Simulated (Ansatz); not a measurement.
# W: a tetragonal deformation path

The task here is to estimate one member of a computed series from the others.

The COD cell was measured well above room temperature, so it is larger than a cold one.

Method: DFT PBE, scalar-relativistic, plane waves, PAW, in Ansatz 0.2.0.

## The starting structure

It takes space group Im-3m (No. 229, cubic). The conventional cell has a = 3.195 Å, b = 3.195 Å, c = 3.195 Å, α = 90.00°, β = 90.00°, γ = 90.00°. W (site symmetry m-3m) is surrounded by 8 W at 2.77 Å.

Coordinates:

```
W
1.0
    -1.59730    1.59730    1.59730
     1.59730   -1.59730    1.59730
     1.59730    1.59730   -1.59730
W
1
Direct
  0.00000 0.00000 0.00000
```

No relaxation comes first: the listed cell is the starting point.

## The reference cell

The reference gives a free energy of -10384.8252 eV, pressure -3.04 GPa, largest force 0.000 eV/Å and gap on the mesh none (metal). It was computed beforehand with the settings of the runs below.

Set-up of the first run:

At fixed volume and fractional coordinates, lengths along (0.000, 0.000, 1.000) are scaled against those across it; ρ is that ratio over its starting value.

The input, input.yaml:

```yaml
crystal:
  lattice:
    - [-1.7929988887, 1.7929988887, 1.2676502143]
    - [1.7929988887, -1.7929988887, 1.2676502143]
    - [1.7929988887, 1.7929988887, -1.2676502143]
  atoms:
    - { symbol: W, position: [0.0, 0.0, 0.0] }
basis:
  ecutwfc: 420
kpoints:
  mp_grid: { grid: [24, 24, 24] }
hamiltonian:
  xc: pbe
scf:
  occupations: { method: gaussian, width: 0.15 }
output:
  forces: true
  stress: true
  eigenvalues: true
  write_density: true
  write_potential: true
  elf: true
  volumetric_format: npy
```

Run with:

```console
$ ansatz run input.yaml --threads 1 --pin off --max-ram 2560MiB --backend cpu --events-out ev --progress --plain --runs-dir out
```

Steps of the session up to this table: Point ρ = 0.707; Point ρ = 1.414; ρ = 0.850; Point ρ = 1.200; Point ρ = 0.780; Point ρ = 1.300; Point ρ = 0.920; ρ = 1.100; ρ = 0.650; Point ρ = 1.500; ρ = 0.960; At ρ = 1.050.

One of the session's tables, all rows but one given; the rest of the session is left out.

It belongs to the step «The scan collected». The scan, with free energies counted from the undisturbed cell:

| ρ | ΔE (meV/atom) | pressure (GPa) |
| --- | --- | --- |
| 0.650 | 1090.3 | 25.0 |
| 0.707 | 699.0 | 14.3 |
| 0.780 | ? | ? |
| 0.850 | 265.3 | 1.1 |
| 0.920 | 75.8 | -2.0 |
| 0.960 | 18.5 | -2.8 |
| 1.000 | 0.0 | -3.0 |
| 1.050 | 24.5 | -2.7 |
| 1.100 | 86.9 | -1.8 |
| 1.200 | 256.5 | 0.6 |
| 1.300 | 408.0 | 2.2 |
| 1.414 | 480.5 | 2.6 |
| 1.500 | 451.3 | 2.6 |

Q: Estimate the row for ρ = 0.780 from the others.

Worked estimate for «ΔE (meV/atom)». A straight line through the neighbours (0.707, 699.0) and (0.850, 265.3) gives 699.0 + (265.3 − 699.0) × (0.780 − 0.707) / (0.850 − 0.707) = 477.6; a parabola fitted to 4 rows on both sides gives 434.0.

The run gave: ΔE (meV/atom): 464.5; pressure (GPa): 5.9. In «ΔE (meV/atom)» the line misses by +13.1 and the parabola by -30.5.
